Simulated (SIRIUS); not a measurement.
Crystal: Zr.

```xyz
1
Lattice="-1.8100 1.8100 1.8100 1.8100 -1.8100 1.8100 1.8100 1.8100 -1.8100" Properties=species:S:1:pos:R:3 pbc="T T T"
Zr    0.0000    0.0000    0.0000
```

This isn't the form of Zr at room conditions, which is hcp.

Base run:

| Quantity | Value |
| --- | --- |
| Program | SIRIUS 7.10.0 |
| Functional | PBEint |
| Potentials or basis | PseudoDojo 0.4.1 PBE standard (scalar relativistic) |
| Cutoff | 915 eV |
| Density cutoff | 3659 eV |
| k mesh | 10 × 10 × 10 |
| Occupations | fermi-dirac, width 0.05 eV |
| Spin | no spin polarisation |

Its results: pressure -5.8 GPa.

Task: The run is repeated on the same cell with these changes: functional from PBEint to RPBE; libxc names from ["XC_GGA_X_PBEINT", "XC_GGA_C_PBEINT"] to ["XC_GGA_X_RPBE", "XC_GGA_C_PBE"]. What comes out?

Result: Pressure -1.1 GPa.

Caveats: the potentials were made for another functional, which shifts forces and pressure.
